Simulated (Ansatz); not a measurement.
The elements of this relaxed trial crystal are hidden behind letters.

```
lattice vectors (Å)
   2.8233    0.0000    0.0000
   0.0000    2.8233    0.0000
   0.0000    0.0000    4.0738
fractional positions
X 0.0000 0.0000 0.0000
Z 0.5000 0.5000 0.5000
```

All numbers below come from DFT PBE, scalar-relativistic, plane waves, PAW in Ansatz. Settings of the last relaxation (2-atom cell): 420 eV, 20×20×14 k points, Gaussian smearing of 0.10 eV, no spin polarisation.

| Item | Value |
| --- | --- |
| Space group | P4/mmm (No. 123) |
| Conventional cell | a = 2.823 Å, c = 4.074 Å |
| Volume per atom | 16.24 Å³ |
| Density | 3.83 g/cm³ |
| Energy over the elements | −0.40 eV/atom |
| Gap on the 20×20×14 mesh of the 2-atom cell | 0 eV (a metal) |

Energies are uncorrected and count from the elements' standard states at the same level.

Problem. X is a d-block element of period 4 and Z is a p-block element of period 3. Which elements are they?

Solution. X = Ti, Z = Al, so the formula is TiAl, here in the CuAu (L1_0) type. Density times volume gives a mean mass of 3.83 × 16.24/1.6605 = 37.5 u per atom, and this set has 37.4 u. Among the elements that the hints allow, noble gases aside, only these give it. Around Ti lie 4 Ti at 2.82 Å and 8 Al at 2.85 Å; Al has 4 Al at 2.82 Å and 8 Ti at 2.85 Å.

A later test with randomly moved atoms came back to the same energy, though modes that don't fit the test's cell weren't probed.
